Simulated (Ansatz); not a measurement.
## MgSe (Fm-3m): volume and gaps against pressure

```
CELL_PARAMETERS angstrom
2.69603 2.69603 0.00000
-2.69603 2.69603 0.00000
0.00000 2.69603 2.69603
ATOMIC_POSITIONS crystal
Mg 0.00000 0.00000 0.00000
Se 0.50000 0.50000 0.00000
```

This is the zero-pressure cell under LDA. Cell and atoms are relaxed by PAW (default files of Ansatz 0.2.0, cutoff 420 eV, stress met within about 0.05 GPa) at each pressure, in this structure whether or not another phase would take over; P is the pressure reached, less that of this cell (which was relaxed on a denser, smeared mesh). Levels come from LDA, all-electron LAPW in Ansatz 0.2.0, scalar-relativistic; k mesh 8×8×8, fixed occupations, basis error target 0.5 meV/atom. Conduction levels are in eV over the valence top (at Γ), at fixed fractional wave vectors. Zone-centre phonons come from finite displacements by PAW, without the LO-TO term.

```tsv
P (GPa)	V/V₀	X	Γ	L	T1u TO (cm⁻¹)
-1.98	1.0311	1.666	2.392	3.710	178.2
0.00	1.0000	1.716	2.600	3.749	196.0
2.01	?	?	?	?	?
4.02	0.9490	1.800	2.977	3.814	226.0
7.01	0.9184	1.853	3.229	3.853	244.8
9.99	0.8920	1.900	3.463	3.888	261.6
15.02	0.8544	1.968	3.825	3.937	286.7
```

**Question.** Fit the third-order Birch-Murnaghan equation to the rows shown.

**Answer.** With f = [(V₀/V)^(2/3) − 1]/2, the normalised pressure F = P/[3f(1 + 2f)^(5/2)] is 68.7 GPa at f = -0.0101, 69.3 GPa at f = 0.0177, 69.4 GPa at f = 0.0292, 69.5 GPa at f = 0.0396, 69.7 GPa at f = 0.0553. The line F = B₀[1 + (3/2)(B′ − 4)f] gives B₀ = 68.9 GPa and B′ = 4.1.

**Question.** What are the volume deformation potentials and pressure coefficients of these levels at zero pressure?

**Answer.** 

| level | dE/dlnV (eV) | dE/dP = −(dE/dlnV)/B₀ (meV/GPa) | mean slope up to 4.0 GPa (meV/GPa) |
| --- | --- | --- | --- |
| X | -1.62 | 23.6 | 21.0 |
| Γ | -6.94 | 100.6 | 93.7 |
| L | -1.25 | 18.2 | 16.1 |

dE/dlnV is the slope of a cubic fit in ln V at V₀. The last column is read from two rows and shows how the slope bends with pressure.

**Question.** What mode Grüneisen parameters follow?

**Answer.** γ = −d ln ω/d ln V at V₀ from a quadratic fit in ln V: T1u 2.91.

**Question.** Fill the row at 2.01 GPa.

**Answer.** The fits give V/V₀ = 0.9729 and X = 1.760 eV. Computed: V/V₀ = 0.9729, X = 1.760, Γ = 2.794, L = 3.783, T1u TO (cm⁻¹) = 211.7.

Keep in mind: no other phase was computed; many crystals of this kind change structure within this range, and rows or crossings beyond such a change describe a metastable lattice; no spin-orbit coupling on heavy atoms; the frozen-core PAW files of the relaxations were fitted under PBE, their cores solved anew for this functional; semilocal gaps are low, and the spacing of valleys can be off by tenths of an eV; levels are read at fixed fractional k, so an edge that moves off these points is missed.
